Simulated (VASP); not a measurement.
# B (R-3m) in VASP: relaxation of cell and atoms with PBE

Aim: the relaxation of cell and atoms of B with PBE.

All numbers are computed with VASP 6.6.1; they aren't measurements. Logs are shortened: lines on timing, memory, paths and dates and some standing lists are left out, and cuts for length are marked.

### Step 1. The crystal as given

It takes space group R-3m (No. 166, trigonal). The conventional cell has a = 4.898 Å, b = 4.898 Å, c = 12.524 Å, α = 90.00°, β = 90.00°, γ = 120.00°. Around B (site symmetry m) lie 6 B at 1.67 to 1.80 Å. B (site symmetry m) is surrounded by 7 B at 1.77 to 2.01 Å.

### Step 2. Relaxation of cell and atoms, PBE

The input, INCAR:

```
SYSTEM = B
  PREC = Accurate
  ENCUT = 600
  EDIFF = 1E-7
  ISMEAR = 0
  SIGMA = 0.02
  LREAL = .False.
  LASPH = .True.
  NELM = 80
  ALGO = Fast
  ISIF = 3
  LWAVE = .False.
  LCHARG = .False.
  GGA = PE
  IBRION = 2
  NSW = 90
  EDIFFG = -0.005
```

The input, KPOINTS:

```
Automatic mesh
0
Gamma
  6 6 6
  0 0 0
```

The input, POSCAR:

```
B
1.0
    2.4491963900      1.4140442000      4.1747204400
   -2.4491963900      1.4140442000      4.1747204400
    0.0000000000     -2.8280883900      4.1747204400
B
12
Direct
    0.0099700400      0.6542851200      0.0099700400
    0.0099700400      0.0099700400      0.6542851200
    0.6542851200      0.0099700400      0.0099700400
    0.3457148800      0.9900299600      0.9900299600
    0.9900299600      0.3457148800      0.9900299600
    0.9900299600      0.9900299600      0.3457148800
    0.2205655700      0.6316348300      0.2205655700
    0.2205655700      0.2205655700      0.6316348300
    0.6316348300      0.2205655700      0.2205655700
    0.3683651700      0.7794344300      0.7794344300
    0.7794344300      0.3683651700      0.7794344300
    0.7794344300      0.7794344300      0.3683651700
```

Potentials or basis: VASP PAW PBE potentials, release 64 (B).

Launch:

```
$ cat potpaw_PBE.64/B/POTCAR > POTCAR
$ mpirun -np 1 vasp_std > vasp.out
```

OUTCAR:

```text
SYSTEM = B
   PREC = Accurate
   ENCUT = 600
   EDIFF = 1E-7
   ISMEAR = 0
   LREAL = .False.
   LASPH = .True.
   NELM = 80
   ISIF = 3
   GGA = PE
   IBRION = 2
   NSW = 90
   EDIFFG = -0.005

 ion  position               nearest neighbor table
   1  0.010  0.654  0.010-   5 1.67   3 1.74   2 1.74   7 1.79  12 1.80  10 1.80
   2  0.010  0.010  0.654-   6 1.67   3 1.74   1 1.74   8 1.79  10 1.80  11 1.80
   3  0.654  0.010  0.010-   4 1.67   1 1.74   2 1.74   9 1.79  12 1.80  11 1.80
   4  0.346  0.990  0.990-   3 1.67   5 1.74   6 1.74  10 1.79   8 1.80   7 1.80
   5  0.990  0.346  0.990-   1 1.67   4 1.74   6 1.74  11 1.79   8 1.80   9 1.80
   6  0.990  0.990  0.346-   2 1.67   4 1.74   5 1.74  12 1.79   9 1.80   7 1.80
   7  0.221  0.632  0.221-  12 1.77  10 1.77   1 1.79   6 1.80   4 1.80   9 2.01   8 2.01
   8  0.221  0.221  0.632-  10 1.77  11 1.77   2 1.79   4 1.80   5 1.80   7 2.01   9 2.01
   9  0.632  0.221  0.221-  12 1.77  11 1.77   3 1.79   6 1.80   5 1.80   7 2.01   8 2.01
  10  0.368  0.779  0.779-   8 1.77   7 1.77   4 1.79   2 1.80   1 1.80  11 2.01  12 2.01
  11  0.779  0.368  0.779-   8 1.77   9 1.77   5 1.79   2 1.80   3 1.80  10 2.01  12 2.01
  12  0.779  0.779  0.368-   7 1.77   9 1.77   6 1.79   3 1.80   1 1.80  10 2.01  11 2.01

  LATTYP: Found a trigonal (rhomboedric) cell.
 ALAT       =     5.0424572094
 COS(alpha) =     0.5281621515

  Lattice vectors:

 A1 = (   2.4491963900,   1.4140442000,   4.1747204400)
 A2 = (  -2.4491963900,   1.4140442000,   4.1747204400)
 A3 = (   0.0000000000,  -2.8280883900,   4.1747204400)

Analysis of symmetry for initial positions (statically):
=====================================================================
 Subroutine PRICEL returns:
 Original cell was already a primitive cell.

 Routine SETGRP: Setting up the symmetry group for a
 trigonal (rhombohedral) supercell.

 Subroutine GETGRP returns: Found 12 space group operations
 (whereof 12 operations were pure point group operations)
 out of a pool of 12 trial point group operations.

The static configuration has the point symmetry D_3d.

Analysis of symmetry for dynamics (positions and initial velocities):
=====================================================================
 Subroutine PRICEL returns:
 Original cell was already a primitive cell.

 Routine SETGRP: Setting up the symmetry group for a
 trigonal (rhombohedral) supercell.

 Subroutine GETGRP returns: Found 12 space group operations
 (whereof 12 operations were pure point group operations)
 out of a pool of 12 trial point group operations.

The dynamic configuration has the point symmetry D_3d.

 Subroutine INISYM returns: Found 12 space group operations
 (whereof 12 operations are pure point group operations),
 and found     1 'primitive' translations

----------------------------------------------------------------------------------------

                                     Primitive cell

  volume of cell :      86.7492

  direct lattice vectors                    reciprocal lattice vectors
     2.449196390  1.414044200  4.174720440     0.204148594  0.117865246  0.079845666
    -2.449196390  1.414044200  4.174720440    -0.204148594  0.117865246  0.079845666
     0.000000000 -2.828088390  4.174720440     0.000000000 -0.235730491  0.079845666

  length of vectors
     5.042457209  5.042457209  5.042457208     0.248885908  0.248885908  0.248885908

  position of ions in fractional coordinates (direct lattice)
     0.009970040  0.654285120  0.009970040
     0.009970040  0.009970040  0.654285120
     0.654285120  0.009970040  0.009970040
     0.345714880  0.990029960  0.990029960
     0.990029960  0.345714880  0.990029960
     0.990029960  0.990029960  0.345714880
     0.220565570  0.631634830  0.220565570
     0.220565570  0.220565570  0.631634830
     0.631634830  0.220565570  0.220565570
     0.368365170  0.779434430  0.779434430
     0.779434430  0.368365170  0.779434430
     0.779434430  0.779434430  0.368365170

  ion indices of the primitive-cell ions
   primitive index   ion index
                 1           1
                 2           2
                 3           3
                 4           4
                 5           5
                 6           6
                 7           7
                 8           8
                 9           9
                10          10
                11          11
                12          12

----------------------------------------------------------------------------------------

 KPOINTS: Automatic mesh

Automatic generation of k-mesh.
 Grid dimensions read from file:
 generate k-points for:    6    6    6

 Generating k-lattice:

  Cartesian coordinates                     Fractional coordinates (reciprocal lattice)
     0.034024766  0.019644208  0.013307611     0.166666667  0.000000000 -0.000000000
    -0.034024766  0.019644208  0.013307611     0.000000000  0.166666667 -0.000000000
     0.000000000 -0.039288415  0.013307611    -0.000000000 -0.000000000  0.166666667

  Length of vectors
     0.041480985  0.041480985  0.041480985

  Shift w.r.t. Gamma in fractional coordinates (k-lattice)
     0.000000000  0.000000000  0.000000000

 Subroutine IBZKPT returns following result:
 ===========================================

 Found     32 irreducible k-points:

 Following reciprocal coordinates:
            Coordinates               Weight
  0.000000  0.000000  0.000000      1.000000
  0.166667  0.000000  0.000000      6.000000
  0.333333 -0.000000  0.000000      6.000000
  0.500000 -0.000000  0.000000      3.000000
  0.166667  0.166667  0.000000      6.000000
  0.333333  0.166667  0.000000     12.000000
[... 16 lines left out ...]
  0.500000  0.500000  0.166667      6.000000
 -0.333333  0.500000  0.166667     12.000000
 [... further k-points ...]
   k-points           NKPTS =     32   k-points in BZ     NKDIM =     32   number of bands    NBANDS=     25
   number of dos      NEDOS =    301   number of ions     NIONS =     12
   total plane-waves  NPLWV =  64000
   dimension x,y,z NGX =    40 NGY =   40 NGZ =   40
   dimension x,y,z NGXF=    80 NGYF=   80 NGZF=   80
   ions per type =              12
   NGX,Y,Z   is equivalent  to a cutoff of  13.19, 13.19, 13.19 a.u.
   NGXF,Y,Z  is equivalent  to a cutoff of  26.38, 26.38, 26.38 a.u.
 SYSTEM =  B
   PREC   = accura    normal or accurate (medium, high low for compatibility)
   ISTART =      0    job   : 0-new  1-cont  2-samecut
   ICHARG =      2    charge: 1-file 2-atom 10-const
   ISPIN  =      1    spin polarized calculation?
   LNONCOLLINEAR =      F non collinear calculations
   LSORBIT =      F    spin-orbit coupling
   LASPH  =      T    aspherical Exc in radial PAW
   ENCUT  =  600.0 eV  44.10 Ry    6.64 a.u.  10.07 10.07 10.07*2*pi/ulx,y,z
   NELM   =     80;   NELMIN=  2; NELMDL= -5     # of ELM steps
   EDIFF  = 0.1E-06   stopping-criterion for ELM
   LREAL  =      F    real-space projection
   EDIFFG = -.5E-02   stopping-criterion for IOM
   NSW    =     90    number of steps for IOM
   IBRION =      2    ionic relax: 0-MD 1-quasi-New 2-CG
   NFREE  =      1    steps in history (QN), initial steepest desc. (CG)
   ISIF   =      3    stress and relaxation
   ISYM   =      2    0-nonsym 1-usesym 2-fastsym
   POTIM  = 0.5000    time-step for ionic-motion
   TEBEG  =    0.0;   TEEND  =   0.0 temperature during run
   PSTRESS=    0.0 pullay stress
   NELECT =      36.0000    total number of electrons
   NUPDOWN=      -1.0000    fix difference up-down
   EMIN   =  10.00;   EMAX   =-10.00  energy-range for DOS
   EFERMI =   0.00;   METHOD = LEGACY
   ISMEAR =     0;   SIGMA  =   0.02  broadening in eV -4-tet -1-fermi 0-gaus
   EFERMI_NEDOS =   21; number of points for ismear=-14 and -15
   IALGO  =     68    algorithm
   IMIX   =      4    mixing-type and parameters
     AMIX     =   0.40;   BMIX     =  1.00
     AMIX_MAG =   1.60;   BMIX_MAG =  1.00
  volume/ion in A,a.u.               =       7.23        48.78
  Fermi-wavevector in a.u.,A,eV,Ry     =   1.221108  2.307559 20.287697  1.491104
  Thomas-Fermi vector in A             =   2.356301
   LORBIT       =      0    0 simple, 1 ext, 2 COOP (PROOUT), +10 PAW based schemes
   GGA     = PE    functional components
   LHFCALC =     F    Hartree Fock is set to
   AEXX    =    0.0000 exact exchange contribution
   IVDW    =     0    specifies the selected vdW correction
   LEPSILON=     F    determine dielectric tensor
   LRPA    =     F    only Hartree local field effects (RPA)
 conjugate gradient relaxation of ions
 non-spin polarized calculation
 RMM-DIIS sequential band-by-band and
 Gauss-broadening in eV      SIGMA  =   0.02
  energy-cutoff  :      600.00
  volume of cell :       86.75
 maximum number of plane-waves:      2917
   NGX = 21   NGY = 21   NGZ = 21

--------------------------------------- Ionic step        1  -------------------------------------------

 number of electron      36.0000000 magnetization

 Free energy of the ion-electron system (eV)
  ---------------------------------------------------
  ext. energy  EPLUGINS =         0.00000000
  ---------------------------------------------------
  free energy    TOTEN  =       -80.46640340 eV

  energy without entropy =      -80.46640340  energy(sigma->0) =      -80.46640340

------------------------ aborting loop because EDIFF is reached ----------------------------------------

  FORCE on cell =-STRESS in cart. coord.  units (eV):
  Direction    XX          YY          ZZ          XY          YZ          ZX
  --------------------------------------------------------------------------------------
  -------------------------------------------------------------------------------------
  Total        0.3961405      0.3961405      0.6198204     -0.0000000      0.0000000      0.0000000
  in kB        7.3163528      7.3163528     11.4475146     -0.0000000      0.0000000      0.0000000
  external PRESSURE =       8.6934067 kB  Pullay stress =       0.0000000 kB
[... 261 lines left out ...]
  energy  without entropy=      -80.4690746692  energy(sigma->0) =      -80.46907467

--------------------------------------- Ionic step        7  -------------------------------------------

 number of electron      36.0000000 magnetization

 Free energy of the ion-electron system (eV)
  ---------------------------------------------------
  ext. energy  EPLUGINS =         0.00000000
  ---------------------------------------------------
  free energy    TOTEN  =       -80.46910986 eV

  energy without entropy =      -80.46910986  energy(sigma->0) =      -80.46910986

 E-fermi :   6.0495     XC(G=0): -11.5565

 val. band max:        5.9145988778   @ k =   0.5000   0.5000   0.5000
 cond. band min:       7.3772282440   @ k =   0.5000   0.5000   0.0000
 fundamental gap:      1.4626293662
 Fermi energy:         6.0494527739

 k-point     1 :       0.0000    0.0000    0.0000
  band No.  band energies     occupation
      1     -10.2668      2.00000
      2      -4.5293      2.00000
      3      -4.2759      2.00000
      4      -4.2759      2.00000
      5      -3.2138      2.00000
      6      -2.5660      2.00000
[... 661 lines left out ...]
     24      11.0225      0.00000
     25      11.5067      0.00000

 [... further k-points ...]
[... 5 lines left out ...]
  --------------------------------------------------------------------------------------
  -------------------------------------------------------------------------------------
  Total       -0.0048600     -0.0048600      0.0032351      0.0000000      0.0000000      0.0000000
  in kB       -0.0895917     -0.0895917      0.0596371      0.0000000      0.0000000      0.0000000
  external PRESSURE =      -0.0398488 kB  Pullay stress =       0.0000000 kB
[... 27 lines left out ...]
  FREE ENERGIE OF THE ION-ELECTRON SYSTEM (eV)
  ---------------------------------------------------
  free  energy   TOTEN  =       -80.4691098583 eV

  energy  without entropy=      -80.4691098583  energy(sigma->0) =      -80.46910986

 reached required accuracy - stopping structural energy minimisation
```

It took 3.6 min on 1 thread of Intel Xeon 6975P-C (Granite Rapids), shared host; peak memory 0.27 GiB.

What came out:

| Quantity | Value |
| --- | --- |
| Free energy | -80.4691 eV |
| Relaxed volume | 7.24 Å³/atom |
| Relaxed cell | a = 5.049 Å, b = 5.049 Å, c = 5.049 Å, α = 58.04°, β = 58.04°, γ = 58.04° |
| Space group after relaxing (to 0.05 Å) | R-3m (No. 166) |
| Energy gained by relaxing | 0.2 meV/atom |
| Ionic steps | 7 |
| Pressure after relaxing | 0.0 GPa |
| Band gap on the k mesh | 1.46 eV, indirect (least direct gap 1.85 eV) |

Forces in eV/Å, atoms in the order of the input:
```
B   -0.001  0.001 -0.001
B    0.000 -0.002 -0.001
B    0.001  0.001 -0.001
B   -0.001 -0.001  0.001
B    0.001 -0.001  0.001
B    0.000  0.002  0.001
B    0.001  0.000  0.000
B    0.000  0.001  0.000
B   -0.001  0.000  0.000
B    0.001  0.000  0.000
B   -0.001  0.000  0.000
B    0.000 -0.001  0.000
```

The path:
```csv
step,energy change (eV),largest force (eV/Å),pressure (GPa),volume (Å³)
1,0.0000,0.1373,0.87,86.75
2,-0.0008,0.0981,-1.07,87.24
3,-0.0024,0.0254,-0.21,87.02
4,-0.0027,0.0211,-0.05,86.94
5,-0.0027,0.0227,-0.04,86.93
6,-0.0027,0.0233,0.03,86.89
7,-0.0027,0.0021,0.00,86.91
```

Final structure:
```
B
1.0
     2.44933    1.41412    4.18214
    -2.44933    1.41412    4.18214
     0.00000   -2.82824    4.18214
B
12
Direct
  0.01030 0.65400 0.01030
  0.01030 0.01030 0.65400
  0.65400 0.01030 0.01030
  0.34600 0.98970 0.98970
  0.98970 0.34600 0.98970
  0.98970 0.98970 0.34600
  0.22109 0.63052 0.22109
  0.22109 0.22109 0.63052
  0.63052 0.22109 0.22109
  0.36948 0.77891 0.77891
  0.77891 0.36948 0.77891
  0.77891 0.77891 0.36948
```

A k mesh can miss the band edges. PBE gaps usually lie below the measured ones, often by a third to a half.
